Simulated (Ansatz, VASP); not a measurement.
# FeO (Wuestite) in VASP and in Ansatz

Contents of INCAR:

```
SYSTEM = FeO
ALGO     = Normal         ! electronic algorithm
EDIFF    = 1E-7           ! SCF threshold, eV
ENCUT    = 520            ! plane-wave cutoff, eV
GGA      = PE             ! functional
ISIF     = 2              ! what is computed and relaxed
ISMEAR   = -1             ! smearing method
ISPIN    = 2              ! spin polarisation
LASPH    = .True.         ! aspherical terms in the spheres
LCHARG   = .False.        ! write CHGCAR
LMAXMIX  = 4              ! l up to which the mixer works
LORBIT   = 11             ! projections on sites
LREAL    = .False.        ! projectors in reciprocal space
LWAVE    = .False.        ! write WAVECAR
MAGMOM   = 3 0            ! initial moments
NBANDS   = 18             ! bands
NELM     = 150            ! most SCF steps
PREC     = Accurate       ! precision mode
SIGMA    = 0.05           ! smearing width, eV
```

File KPOINTS:

```
k-points
0
Gamma
  11 11 11
  0 0 0
```

File POSCAR:

```
FeO
1.0
    0.0000000000      2.1554000000      2.1554000000
    2.1554000000      0.0000000000      2.1554000000
    2.1554000000      2.1554000000      0.0000000000
Fe O
1 1
Direct
    0.0000000000      0.0000000000      0.0000000000
    0.5000000000      0.5000000000      0.5000000000
```

Contents of input.yaml:

```yaml
crystal:
  lattice:
    - [0.0, 2.1554, 2.1554]
    - [2.1554, 0.0, 2.1554]
    - [2.1554, 2.1554, 0.0]
  atoms:
    - { symbol: Fe, position: [0.0, 0.0, 0.0], spin: 3.0 }
    - { symbol: O, position: [0.5, 0.5, 0.5] }
hamiltonian:
  xc: pbe
  pseudopotentials: { kind: paw }
magnetization:
  spin_polarized: true
kpoints:
  mp_grid: { grid: [11, 11, 11] }
scf:
  occupations: { method: fermi_dirac, width: 0.05 }
output:
  forces: true
  stress: true
  eigenvalues: true
  write_density: true
  write_potential: true
  elf: true
  volumetric_format: npy
```

Alike in both runs: task single point; functional PBE; k mesh 11 × 11 × 11; occupations fermi-dirac, width 0.05 eV; collinear spin.

```csv
,VASP,Ansatz
version,VASP 6.6.1,Ansatz 0.2.0
potentials or method,"VASP PAW PBE potentials, release 64 (Fe, O)",Ansatz PAW
plane-wave cutoff (eV),520,420
valence electrons in the cell,14,22
```

Ansatz gave:

| Quantity | Value |
| --- | --- |
| gap on the k mesh at the Fermi level (eV) | none |
| pressure (GPa) | -0.2 |
| net moment per atom (μB) | 2.00 |
| size of the moment on the site where the two differ most (μB) | 3.45 |

Problem. Which values does VASP return?

Solution. gap on the k mesh at the Fermi level (eV): none; pressure (GPa): -0.1; net moment per atom (μB): 2.00; size of the moment on the site where the two differ most (μB): 3.62.

Site moments also hang on the region over which each program counts them. A gap of «none» marks a metal or a gap that the smearing closes. The functional is the same, so the differences come from potentials, cutoffs and numerics. The two sets of potentials don't hold the same shells in valence.

Caveats: a cell with one magnetic atom can't hold antiferromagnetic order, which such compounds often take; semilocal functionals often make such compounds metallic where correlation or magnetic order opens a gap, which also shifts bond lengths; the pressure holds a Pulay correction of +0.6 GPa for the finite cutoff (Ansatz).
